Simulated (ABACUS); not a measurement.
Runs of ABACUS 3.10.1 on Ti. It takes space group Im-3m (No. 229, cubic). Conventional cell: a = 3.282 Å, b = 3.282 Å, c = 3.282 Å, α = 90.00°, β = 90.00°, γ = 90.00°. Around Ti (site symmetry m-3m) lie 8 Ti at 2.84 Å. This isn't the form of Ti at room conditions, which is hcp.

| task | level | potentials or basis | cell | k mesh | cutoff (eV) | threshold of the eigensolver | path | points for each segment of the path | SCF threshold on the density | eigensolver | mesh quality | gap on the mesh (eV) | pressure (GPa) | relaxed volume (Å³/atom) |
| --- | --- | --- | --- | --- | --- | --- | --- | --- | --- | --- | --- | --- | --- | --- |
| relaxation of cell and atoms | LDA | PseudoDojo NC SR 0.4.1 LDA standard, DZP LCAO (the cutoffs set its grid) | relaxed | 10 × 10 × 10 | 1361 | - | - | - | 1e-07 | genelpa | not flagged | - | 0.0 | (b) |
| single point | BLYP | SSSP 1.3 efficiency PBE, plane waves | as given | 9 × 9 × 9 | 748 | - | - | - | 1e-08 | dav | not flagged | none | -0.2 | - |
| relaxation of cell and atoms | SOGGA | GBRV ultrasoft 1.5 PBE, plane waves | relaxed | 9 × 9 × 9 | 544 | - | - | - | 1e-08 | dav | not flagged | none | 0.0 | (a) |
| single point | BLYP | PseudoDojo NC SR 0.4.1 PBE standard, DZP LCAO (the cutoffs set its grid) | as given | 10 × 10 × 10 | 1361 | - | - | - | 1e-07 | scalapack_gvx | not flagged | none | 0.0 | - |
| single point | LDA | PseudoDojo NC SR 0.4.1 LDA standard, DZP LCAO (the cutoffs set its grid) | as given | 10 × 10 × 10 | 1361 | - | - | - | 1e-07 | genelpa | not flagged | none | -10.6 | - |
| single point | rSCAN | SG15 ONCV 1.2 PBE, plane waves | as given | 7 × 7 × 7 | 1320 | - | - | - | 1e-08 | dav | coarse | none | -3.3 | - |

Alike in all rows: no spin polarisation; smearing fermi-dirac 0.05 eV.

Question: Estimate the missing entries.

Answer: (a) 16.55; (b) 15.96.

Caveats: some runs use coarse meshes; the potentials were made for another functional, which shifts forces and pressure (some runs); the atomic orbitals were generated for these runs and aren't a published set (some runs); the basis of atomic orbitals isn't converged, which shifts pressures, moduli and gaps (some runs).

A gap of «none» marks a metal or a gap under the smearing width.

Runs at the PBE level aren't shown here.
